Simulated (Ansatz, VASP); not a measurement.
**One calculation of Os, 3 ways**

The starting cell:

```xyz
2
Lattice="2.7341 0.0000 0.0000 -1.3671 2.3678 0.0000 0.0000 0.0000 4.3197" Properties=species:S:1:pos:R:3 pbc="T T T"
Os    1.3671    0.7893    3.2398
Os    0.0000    1.5785    1.0799
```

Alike in all runs: task relaxation of cell and atoms; functional PBEsol; k mesh 11 × 11 × 6; occupations fermi-dirac, width 0.05 eV; no spin polarisation; no spin-orbit coupling.

```json
{"program and potentials": "Ansatz, Ansatz PAW", "plane-wave cutoff (eV)": "420", "notes": "potentials made for PBE, which Ansatz adapts in part; 16 valence electrons an atom on average", "equilibrium volume (Å³/atom)": "13.89"}
{"program and potentials": "VASP, PBE PAW files Os, 600 eV", "plane-wave cutoff (eV)": "600", "notes": "potentials made for PBE; 8 valence electrons an atom on average", "equilibrium volume (Å³/atom)": "13.92"}
{"program and potentials": "Ansatz, all-electron LAPW, scalar-relativistic", "plane-wave cutoff (eV)": "-", "notes": "-", "equilibrium volume (Å³/atom)": "13.89"}
```

The equilibrium volume spans 13.89 (Ansatz, all-electron LAPW, scalar-relativistic) to 13.92 Å³/atom (VASP, PBE PAW files Os, 600 eV), with all-electron results at 13.89. Relaxations stop with a little pressure left, so the last digit of a volume isn't settled.

The functional is the same throughout but for its coding, so the spread measures potentials, basis and numerics; runs on potential files found faulty are left out.
